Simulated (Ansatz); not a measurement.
# Dielectric response of SrO (001) films, part 2 of 6

How well do thin rocksalt SrO (001) films screen a perpendicular field?

Ansatz 0.2.0; plane-wave DFT, PBEsol, Ansatz PAW.

So far. Step 2 (Relaxing the film, 6 atoms, units 3): The gap is 2.55 eV, with the valence edge 3.70 eV and the conduction edge 1.15 eV under the upper vacuum level.

## 3. The relaxed film, single point, 6 atoms, units 3

The film was relaxed beforehand; a single point on the relaxed positions gives its levels and potential.

input.yaml reads:

```yaml
crystal:
  lattice:
    - [3.64867099, 0.0, 0.0]
    - [0.0, 3.64867099, 0.0]
    - [0.0, 0.0, 23.16]
  atoms:
    - { symbol: Sr, position: [0.5, 0.5, 0.3914322181] }
    - { symbol: O, position: [0.0, 0.0, 0.3933508021] }
    - { symbol: Sr, position: [0.0, 0.0, 0.499999973] }
    - { symbol: O, position: [0.5, 0.5, 0.5000000098] }
    - { symbol: Sr, position: [0.5, 0.5, 0.6085677753] }
    - { symbol: O, position: [0.0, 0.0, 0.6066492218] }
kpoints:
  mp_grid: { grid: [8, 8, 1] }
hamiltonian:
  xc: pbesol
scf:
  occupations: { method: fixed }
  convergence: { dr2_threshold: 1.0e-09 }
efield:
  axis: 3
  dipole_correction: true
  ramp_position: 0.97
  ramp_width: 0.06
output:
  eigenvalues: true
  write_potential: true
  write_density: true
  volumetric_format: npy
```

Run with:

```console
ansatz run input.yaml --threads 4 --pin off --max-ram 16384MiB --backend cpu --events-out ev --progress --plain --runs-dir out
```

Numbers of over 12 decimals in the logs are rounded to 6 here.

The program printed:

```text
[...]
Crystal: 6 atoms, lattice volume = 308.324 Å³
Basis set: ecut = 420 eV, 6053 PW (Γ)
Bands: 30, of which v1, the nominal top of the filled ones, is band 24 counted from 1 (23 counted from 0)
Symmetry: 8 space group operations
k-points: 15 of 64
[...]
SCF iter   1: F=—  HF=-12167.377281 eV  |F-HF|=—  |Δ(HF+E_count)|=         —  Δρ=8.04e-3  dr2=1.90e-1  ethr=1.77e-3  p=-0.000 e·Å  D=-2.96e-7 V/Å  ΔV_dip=0.00 eV  dr2_dipole=2.63e-9  V_vac-E_F(+/−)=3.42/3.42 eV  ⟨swp⟩=6.3  Hψ=2203  notcnv=0  defer=52
[...]
SCF iter   9: F=-12167.340520 eV  HF=-12167.340520 eV  |F-HF|=2.60e-10  |Δ(HF+E_count)|=  9.51e-10  Δρ=2.91e-7  dr2=3.01e-10  ethr=2.08e-12  p=-0.000 e·Å  D=-2.21e-6 V/Å  ΔV_dip=0.00 eV  dr2_dipole=4.04e-11  V_vac-E_F(+/−)=3.70/3.70 eV  ⟨swp⟩=17.6  Hψ=2695  notcnv=0
SCF 1 converged in 9 iterations: F = -12167.340520 eV  dr2 = 3.01e-10
[...]
SCF converged after 9 iterations
Free energy (F): -12167.340520 eV
[...]
Internal energy: -12167.340520 eV  (E = F + TS)
E sigma→0 (E₀):  -12167.340520 eV
Fermi energy:    0.154201 eV
Dipole field:    D = 0.000005 V/Å  (p = 0.000008 e·Å, saw-weighted, corrected)
Work function:   Φ+ = 3.7034 eV   Φ− = 3.7035 eV
[...]
--- Band table (eV; the first three rows and the last of 15) ---
  k-point 0: bands = [... 20 lower, 0.0668, 0.0668, 0.1536, 0.1536, 2.6997, 3.0262, 3.4542, 3.9300, ... 2 higher]
  k-point 1: bands = [... 20 lower, -0.1799, -0.1040, -0.0933, -0.0096, 2.9194, 3.1937, 3.8662, 4.1310, ... 2 higher]
  k-point 2: bands = [... 20 lower, -0.6768, -0.4512, -0.3704, -0.1808, 3.4628, 3.6697, 4.6802, 4.9163, ... 2 higher]
  k-point 14: bands = [... 20 lower, -0.2526, -0.0417, -0.0417, 0.1542, 3.9257, 3.9257, 5.4252, 5.4252, ... 2 higher]
```

The job ended after 4.6 s (4 threads of Arm Neoverse V1, shared host; peak memory 0.57 GiB; 18 s of CPU time).

Reading the cycles: dr2 is the Hartree energy of the density residual (eV), the measure of convergence; HF is the Harris–Foulkes estimate of the energy, which meets the free energy F at convergence.

This step gave:

```
gap on the k-mesh             : 2.546 eV
dipole along the normal       : 7.97e-6 e·Å
electron affinity, upper face : 1.158 eV
```

Running mean over 2.58 Å of the planar mean; the ramp of the sawtooth is left out. The electron's electrostatic potential energy less the highest filled level by z:

z (Å), electron's electrostatic potential energy less the highest filled level (eV) and a bar from the least value:
```
      3.0       3.70 ##############################
      3.5       3.70 ##############################
      4.0       3.70 ##############################
      4.5       3.70 ##############################
      5.0       3.70 ##############################
      5.5       3.69 ##############################
      6.0       3.66 ##############################
      6.5       3.56 ##############################
      7.0       3.14 ############################
      7.5       1.19 ######################
      8.0      -2.76 ##########
      8.5      -5.09 ###
      9.0      -5.56 ##
      9.5      -5.70 #
     10.0      -6.07 
     10.5      -6.16 
     11.0      -5.73 #
     11.5      -5.60 ##
     12.0      -5.65 ##
     12.5      -6.04 
     13.0      -6.17 
     13.5      -5.78 #
     14.0      -5.61 ##
     14.5      -5.33 ###
     15.0      -3.81 #######
     15.5       0.00 ###################
     16.0       2.80 ###########################
     16.5       3.48 #############################
     17.0       3.64 ##############################
     17.5       3.68 ##############################
     18.0       3.70 ##############################
     18.5       3.70 ##############################
     19.0       3.70 ##############################
     19.5       3.70 ##############################
     20.0       3.70 ##############################
```

The gap is 2.55 eV, with the valence edge 3.70 eV and the conduction edge 1.16 eV under the upper vacuum level.

## 4. Single point, 6 atoms, units 3, field 0.05 V/Å

A sawtooth potential applies the field, turning back in the middle of the vacuum. With the dipole correction the typed value is the field outside the slab. The induced dipole is small, so the SCF threshold is tight.

input.yaml, as its differences from that of step 3:

```diff
@@ -18,3 +18,3 @@
   occupations: { method: fixed }
-  convergence: { dr2_threshold: 1.0e-09 }
+  convergence: { dr2_threshold: 1.0e-10 }
 efield:
@@ -24,4 +24,4 @@
   ramp_width: 0.06
+  amplitude: 0.05
 output:
-  eigenvalues: true
   write_potential: true
```

The program printed:

```text
[...]
Crystal: 6 atoms, lattice volume = 308.324 Å³
Basis set: ecut = 420 eV, 6053 PW (Γ)
Bands: 30, of which v1, the nominal top of the filled ones, is band 24 counted from 1 (23 counted from 0)
Symmetry: 8 space group operations
k-points: 15 of 64
[...]
SCF iter   1: F=—  HF=-12175.505693 eV  |F-HF|=—  |Δ(HF+E_count)|=         —  Δρ=7.84e-2  dr2=2.82e1  ethr=3.10e-3  p=0.032 e·Å  D=1.89e-2 V/Å  ΔV_dip=-0.44 eV  dr2_dipole=2.72e-4  V_vac-E_F(+/−)=13.11/12.49 eV  ⟨swp⟩=7.5  Hψ=2299  notcnv=0  defer=55
[...]
SCF iter  14: F=-12167.341139 eV  HF=-12167.341139 eV  |F-HF|=4.55e-11  |Δ(HF+E_count)|=  6.40e-10  Δρ=1.22e-7  dr2=2.41e-11  ethr=1.00e-12  p=0.025 e·Å  D=1.45e-2 V/Å  ΔV_dip=-0.34 eV  dr2_dipole=3.42e-14  V_vac-E_F(+/−)=4.04/3.32 eV  ⟨swp⟩=16.4  Hψ=2679  notcnv=0
SCF 1 converged in 14 iterations: F = -12167.341139 eV  dr2 = 2.41e-11
[...]
SCF converged after 14 iterations
[...]
Free energy (F): -12167.341139 eV
[...]
Internal energy: -12167.341139 eV  (E = F + TS)
E sigma→0 (E₀):  -12167.341139 eV
Fermi energy:    0.161182 eV
Dipole field:    D = 0.014519 V/Å  (p = 0.024740 e·Å, saw-weighted, corrected)
Work function:   not extracted (applied field tilts the vacuum); planar V_es + V_field profile in the machine report
[...]
--- Band table (eV; the first three rows and the last of 15) ---
  k-point 0: bands = [... 20 lower, 0.0585, 0.0585, 0.1612, 0.1612, 2.6706, 3.0486, 3.4534, 3.8725, ... 2 higher]
  k-point 1: bands = [... 20 lower, -0.1774, -0.1019, -0.1007, -0.0018, 2.8838, 3.2231, 3.8653, 4.0705, ... 2 higher]
  k-point 2: bands = [... 20 lower, -0.6772, -0.4601, -0.3622, -0.1797, 3.4175, 3.7097, 4.6157, 4.9154, ... 2 higher]
  k-point 14: bands = [... 20 lower, -0.2556, -0.0391, -0.0391, 0.1550, 3.9249, 3.9249, 5.4248, 5.4248, ... 2 higher]
```

Run time: 5.6 s. Hardware: 4 threads; peak memory 0.55 GiB; 22 s of CPU time.

This step gave:

```
gap on the k-mesh       : 2.509 eV
dipole along the normal : 0.02474 e·Å
```

The dipole is 0.0247 e·Å, and the gap on the mesh 2.509 eV.

## 5. Single point, 6 atoms, units 3, field -0.05 V/Å

input.yaml, as its differences from that of step 4:

```diff
@@ -24,3 +24,3 @@
   ramp_width: 0.06
-  amplitude: 0.05
+  amplitude: -0.05
 output:
```

The program printed:

```text
[...]
Crystal: 6 atoms, lattice volume = 308.324 Å³
Basis set: ecut = 420 eV, 6053 PW (Γ)
Bands: 30, of which v1, the nominal top of the filled ones, is band 24 counted from 1 (23 counted from 0)
Symmetry: 8 space group operations
k-points: 15 of 64
[...]
k-point 0: bands = [... 20 lower, 0.0585, 0.0585, 0.1612, 0.1612, 2.6706, 3.0486, 3.4534, 3.8725, ... 2 higher]
  k-point 1: bands = [... 20 lower, -0.1774, -0.1019, -0.1007, -0.0018, 2.8839, 3.2231, 3.8653, 4.0705, ... 2 higher]
  k-point 2: bands = [... 20 lower, -0.6772, -0.4601, -0.3622, -0.1797, 3.4175, 3.7097, 4.6157, 4.9154, ... 2 higher]
  k-point 14: bands = [... 20 lower, -0.2556, -0.0391, -0.0391, 0.1550, 3.9249, 3.9249, 5.4248, 5.4248, ... 2 higher]
[key lines of the parts left out:]
SCF converged after 14 iterations
Free energy (F): -12167.341139 eV
Fermi energy:    0.161177 eV
Dipole field:    D = -0.014521 V/Å  (p = -0.024742 e·Å, saw-weighted, corrected)
```

The job ended after 5.6 s (4 threads; peak memory 0.55 GiB; 22 s of CPU time).

The dipole is -0.0247 e·Å, and the gap on the mesh 2.509 eV.

## 6. Response with the atoms held, 6 atoms, units 3

This step: plane-wave DFT, PBEsol, Ansatz PAW; response to a field along the normal, atoms held (Ansatz 0.2.0).

The two fields give this film's response with the atoms held: the electronic part.

Numbers from this step:

```
equivalent conductor thickness p/(ε₀AE) : 6.726 Å
distance between the outer atoms        : 5.029 Å
thickness                               : 7.74 Å
```

Local field over the applied field, running mean. From the potentials at -0.05 and 0.05 V/Å; running mean over 2.58 Å, taken twice. Table of local field over applied field by z:

```tsv
z (Å)	local field over applied field
4.5	0.988
5.0	0.974
5.5	0.945
6.0	0.892
6.5	0.810
7.0	0.700
7.5	0.571
8.0	0.445
8.5	0.340
9.0	0.267
9.5	0.225
10.0	0.212
10.5	0.214
11.0	0.218
11.5	0.219
12.0	0.219
12.5	0.215
13.0	0.212
13.5	0.218
14.0	0.250
14.5	0.313
15.0	0.409
15.5	0.530
16.0	0.660
16.5	0.777
17.0	0.869
17.5	0.931
18.0	0.966
18.5	0.985
```

The induced electron density oscillates, so the rows of the table below give means over windows of 0.5 Å about each position, cut where the curve ends. Its maxima inside the range that stand out by 2 % of the span (Å: e/Å³ per V/Å): 7.96: 0.00330, 9.12: 0.00135, 10.86: 0.00267, 11.72: 3.3e-4, 13.46: 0.00292, 14.33: 6.5e-4. Its minima: 8.83: -6.5e-4, 9.70: -0.00292, 11.44: -3.3e-4, 12.30: -0.00267, 14.04: -0.00135, 15.20: -0.00330.

Electrons, planar mean, per unit field. Induced electron density against z; means over each step:

z (Å), induced electron density (e/Å³ per V/Å) and a bar from the least value:
```
      4.5    0.00003 ###############
      5.0    0.00007 ###############
      5.5    0.00016 ###############
      6.0    0.00036 ################
      6.5    0.00075 ##################
      7.0    0.00145 ######################
      7.5    0.00249 ###########################
      8.0    0.00319 ##############################
      8.5    0.00145 ######################
      9.0    0.00039 ################
      9.5   -0.00148 #######
     10.0   -0.00204 #####
     10.5    0.00096 ###################
     11.0    0.00202 ########################
     11.5    0.00007 ###############
     12.0   -0.00129 ########
     12.5   -0.00181 ######
     13.0    0.00121 ####################
     13.5    0.00238 ##########################
     14.0   -0.00050 ############
     14.5   -0.00053 ############
     15.0   -0.00302 
     15.5   -0.00281 #
     16.0   -0.00176 ######
     16.5   -0.00094 ##########
     17.0   -0.00045 ############
     17.5   -0.00021 ##############
     18.0   -0.00009 ##############
     18.5   -0.00004 ##############
```

By hand: between -0.05 and 0.05 V/Å the dipole changes by 0.04948 e·Å, a slope of 0.4948 e·Å²/V. A perfect conductor of thickness t has p = ε₀AEt, so t = 180.95 × 0.4948 / 13.313 = 6.73 Å (e/ε₀ = 180.95 V·Å, A in Å²).

The induced dipole is that of a conductor 6.73 Å thick.

## 7. Relaxing in the field, 6 atoms, field 0.05 V/Å

This step: plane-wave DFT, PBEsol, Ansatz PAW (Ansatz 0.2.0).

Now the atoms may follow the field. A weak field makes forces of meV/Å to tens of meV/Å, so the force tolerance is set well below the usual one.

input.yaml, as its differences from that of step 5:

```diff
@@ -24,3 +24,6 @@
   ramp_width: 0.06
-  amplitude: -0.05
+  amplitude: 0.05
+relax:
+  f_tol: 0.0006
+  max_steps: 70
 output:
```

The program printed:

```text
[...]
Crystal: 6 atoms, lattice volume = 308.324 Å³
Basis set: ecut = 420 eV, 6053 PW (Γ), exchange–correlation on 50×50×320 points (8 copies of the dense FFT grid, shifted against one another)
Bands: 30, of which v1, the nominal top of the filled ones, is band 24 counted from 1 (23 counted from 0)
Symmetry: 8 space group operations
k-points: 15 of 64
[...]
SCF iter   1: F=—  HF=-12175.505246 eV  |F-HF|=—  |Δ(HF+E_count)|=         —  Δρ=7.84e-2  dr2=2.82e1  ethr=3.10e-3  p=0.032 e·Å  D=1.89e-2 V/Å  ΔV_dip=-0.44 eV  dr2_dipole=2.72e-4  V_vac-E_F(+/−)=13.11/12.49 eV  ⟨swp⟩=7.5  Hψ=2299  notcnv=0  defer=55
[...]
SCF iter  14: F=-12167.341149 eV  HF=-12167.341149 eV  |F-HF|=7.28e-11  |Δ(HF+E_count)|=  6.48e-10  Δρ=1.24e-7  dr2=2.45e-11  ethr=1.00e-12  p=0.025 e·Å  D=1.45e-2 V/Å  ΔV_dip=-0.34 eV  dr2_dipole=2.19e-14  V_vac-E_F(+/−)=4.04/3.32 eV  ⟨swp⟩=8.1  Hψ=2735  notcnv=0
SCF 1 converged in 14 iterations: F = -12167.341149 eV  dr2 = 2.45e-11
[...]
relax step   1: F+E_penalty+E_count = -12167.34114924 eV  Δ(F+E_penalty+E_count) = +0.000e0 eV  max|allowed force component| = 2.846e-2 eV/Å  Δτ_max = 0.0000 Å  (14 SCF iters, accepted)
[...]
SCF iter  10: F=-12167.339919 eV  HF=-12167.339919 eV  |F-HF|=7.28e-12  |Δ(HF+E_count)|=  3.09e-11  Δρ=5.63e-8  dr2=1.08e-11  ethr=1.00e-12  p=0.043 e·Å  D=2.55e-2 V/Å  ΔV_dip=-0.59 eV  dr2_dipole=5.43e-13  V_vac-E_F(+/−)=3.91/3.44 eV  ⟨swp⟩=7.0  Hψ=2535  notcnv=0
SCF 2 converged in 10 iterations: F = -12167.339919 eV  dr2 = 1.08e-11
relax step   2: F+E_penalty+E_count = -12167.33991914 eV  Δ(F+E_penalty+E_count) = +1.230e-3 eV  max|allowed force component| = 9.677e-2 eV/Å  Δτ_max = 0.0102 Å  (10 SCF iters, rejected (line search))
SCF iter   1: F=—  HF=-12167.341903 eV  |F-HF|=—  |Δ(HF+E_count)|=         —  Δρ=2.99e-4  dr2=9.73e-4  ethr=3.03e-5  p=0.043 e·Å  D=2.55e-2 V/Å  ΔV_dip=-0.59 eV  dr2_dipole=4.71e-4  V_vac-E_F(+/−)=3.91/3.44 eV  ⟨swp⟩=5.1  Hψ=978  notcnv=0  defer=60
[...]
SCF iter   9: F=-12167.341285 eV  HF=-12167.341285 eV  |F-HF|=2.73e-11  |Δ(HF+E_count)|=  6.18e-10  Δρ=1.57e-7  dr2=4.99e-11  ethr=1.00e-12  p=0.030 e·Å  D=1.78e-2 V/Å  ΔV_dip=-0.41 eV  dr2_dipole=3.65e-12  V_vac-E_F(+/−)=4.01/3.36 eV  ⟨swp⟩=6.3  Hψ=2913  notcnv=0
SCF 3 converged in 9 iterations: F = -12167.341285 eV  dr2 = 4.99e-11
relax step   3: F+E_penalty+E_count = -12167.34128494 eV  Δ(F+E_penalty+E_count) = -1.357e-4 eV  max|allowed force component| = 3.614e-3 eV/Å  Δτ_max = 0.0021 Å  (9 SCF iters, accepted)
[...]
relax step   4: F+E_penalty+E_count = -12167.34128464 eV  Δ(F+E_penalty+E_count) = +2.955e-7 eV  max|allowed force component| = 2.396e-3 eV/Å  Δτ_max = 0.0004 Å  (6 SCF iters, rejected (line search))
[...]
relax step   5: F+E_penalty+E_count = -12167.34128551 eV  Δ(F+E_penalty+E_count) = -5.737e-7 eV  max|allowed force component| = 9.024e-4 eV/Å  Δτ_max = 0.0002 Å  (6 SCF iters, accepted)
SCF iter   1: F=—  HF=-12167.341286 eV  |F-HF|=—  |Δ(HF+E_count)|=         —  Δρ=6.12e-6  dr2=3.04e-7  ethr=3.60e-9  p=0.030 e·Å  D=1.77e-2 V/Å  ΔV_dip=-0.41 eV  dr2_dipole=3.24e-9  V_vac-E_F(+/−)=4.01/3.36 eV  ⟨swp⟩=2.1  Hψ=827  notcnv=0  defer=29
[...]
SCF iter   5: F=-12167.341286 eV  HF=-12167.341286 eV  |F-HF|=9.09e-12  |Δ(HF+E_count)|=  1.82e-12  Δρ=1.41e-7  dr2=3.74e-11  ethr=1.00e-12  p=0.030 e·Å  D=1.77e-2 V/Å  ΔV_dip=-0.41 eV  dr2_dipole=1.01e-12  V_vac-E_F(+/−)=4.01/3.36 eV  ⟨swp⟩=6.1  Hψ=2936  notcnv=0
SCF 6 converged in 5 iterations: F = -12167.341286 eV  dr2 = 3.74e-11
relax step   6: F+E_penalty+E_count = -12167.34128563 eV  Δ(F+E_penalty+E_count) = -1.163e-7 eV  max|allowed force component| = 1.052e-4 eV/Å  Δτ_max = 0.0001 Å  (5 SCF iters, accepted)
NSCF: frozen V_eff on 15 k-points
[...]
SCF converged after 5 iterations
[...]
Free energy (F): -12167.341286 eV
[...]
Internal energy: -12167.341286 eV  (E = F + TS)
E sigma→0 (E₀):  -12167.341286 eV
Fermi energy:    0.154497 eV
Dipole field:    D = 0.017707 V/Å  (p = 0.030171 e·Å, saw-weighted, corrected)
Work function:   not extracted (applied field tilts the vacuum); planar V_es + V_field profile in the machine report
[...]
--- Forces (eV/Å), atoms counted from 1 ---
  atom   1  Sr    -0.00000000     0.00000000     0.00008457
  atom   2  O     -0.00000000     0.00000000    -0.00004116
  atom   3  Sr    -0.00000000     0.00000000     0.00003484
  atom   4  O     -0.00000000     0.00000000    -0.00010549
  atom   5  Sr    -0.00000000     0.00000000     0.00007454
  atom   6  O      0.00000000     0.00000000    -0.00004904
  max |Σ_I F_I| component: 1.75e-6 eV/Å
--- Band table (eV; the first three rows and the last of 15) ---
  k-point 0: bands = [... 20 lower, 0.0671, 0.0671, 0.1541, 0.1541, 2.6905, 3.0384, 3.4548, 3.8956, ... 2 higher]
  k-point 1: bands = [... 20 lower, -0.1796, -0.1035, -0.0931, -0.0092, 2.9073, 3.2093, 3.8668, 4.0947, ... 2 higher]
  k-point 2: bands = [... 20 lower, -0.6761, -0.4510, -0.3699, -0.1804, 3.4459, 3.6907, 4.6411, 4.9169, ... 2 higher]
  k-point 14: bands = [... 20 lower, -0.2523, -0.0413, -0.0413, 0.1545, 3.9263, 3.9263, 5.4254, 5.4254, ... 2 higher]
--- Relaxed structure (6 steps of the walk, 4 accepted, 0 SCFs on fresh bases) ---
  F+E_penalty+E_count = -12167.34128563 eV   max|allowed force component| = 1.052e-4 eV/Å
  atoms:
    - { symbol: Sr, position: [0.5, 0.5, 0.391516] }
    - { symbol: O, position: [0, 0.0, 0.393264] }
    - { symbol: Sr, position: [0, 0.0, 0.500037] }
    - { symbol: O, position: [0.5, 0.5, 0.499961] }
    - { symbol: Sr, position: [0.5, 0.5, 0.608658] }
    - { symbol: O, position: [0, 0.0, 0.606564] }
```

Wall time 17 s (4 threads); peak memory 0.55 GiB.

Hardly anything moved in the relaxation; the energy changed by under 0.2 meV an atom.

This step gave:

- gap on the k-mesh: 2.536 eV
- dipole along the normal: 0.03017 e·Å

The relaxation took 6 steps and lowered the energy by 1.4e-4 eV; the largest force on the free atoms ends at 1.1e-4 eV/Å.

The dipole is 0.0302 e·Å, and the gap on the mesh 2.536 eV.

## 8. Relaxing in the field, 6 atoms, field -0.05 V/Å

The opposite sign, again from the field-free geometry; the difference of the two cancels what relaxes without a field.

input.yaml, as its differences from that of step 7:

```diff
@@ -24,3 +24,3 @@
   ramp_width: 0.06
-  amplitude: 0.05
+  amplitude: -0.05
 relax:
```

The program printed:

```text
[...]
Crystal: 6 atoms, lattice volume = 308.324 Å³
Basis set: ecut = 420 eV, 6053 PW (Γ), exchange–correlation on 50×50×320 points (8 copies of the dense FFT grid, shifted against one another)
Bands: 30, of which v1, the nominal top of the filled ones, is band 24 counted from 1 (23 counted from 0)
Symmetry: 8 space group operations
k-points: 15 of 64
[...]
--- Relaxed structure (5 steps of the walk, 4 accepted, 0 SCFs on fresh bases) ---
  F+E_penalty+E_count = -12167.34128562 eV   max|allowed force component| = 3.239e-4 eV/Å
  atoms:
    - { symbol: Sr, position: [0.5, 0.5, 0.391342] }
    - { symbol: O, position: [0, 0.0, 0.393436] }
    - { symbol: Sr, position: [0, 0.0, 0.499963] }
    - { symbol: O, position: [0.5, 0.5, 0.500038] }
    - { symbol: Sr, position: [0.5, 0.5, 0.608484] }
    - { symbol: O, position: [0, 0.0, 0.606737] }
[key lines of the parts left out:]
SCF converged after 5 iterations
Free energy (F): -12167.341286 eV
Fermi energy:    0.154496 eV
Dipole field:    D = -0.017708 V/Å  (p = -0.030172 e·Å, saw-weighted, corrected)
```

Run time: 15 s. Hardware: 4 threads; peak memory 0.55 GiB; 59 s of CPU time.

No atom moved by 0.005 Å in the relaxation.

The relaxation took 5 steps and lowered the energy by 1.4e-4 eV; the largest force on the free atoms ends at 3.2e-4 eV/Å.

The dipole is -0.0302 e·Å, and the gap on the mesh 2.536 eV.

(Part 2 of 6 ends here.)

[Logs are printed without paths, hosts, clocks, repeated set-up lines and the standing remarks that a program may print on its own settings, such as how far it seeks lower states.]

[Hosts, paths, dates, database ids (printed as entryN), source tags and the programs' standing remarks are cut or masked in the printed files.]

[Maps of the electrostatic potential energy from Ansatz leave out the sawtooth potential of an applied field or a dipole correction, so their vacuum need not be flat; planar profiles and work functions include it.]
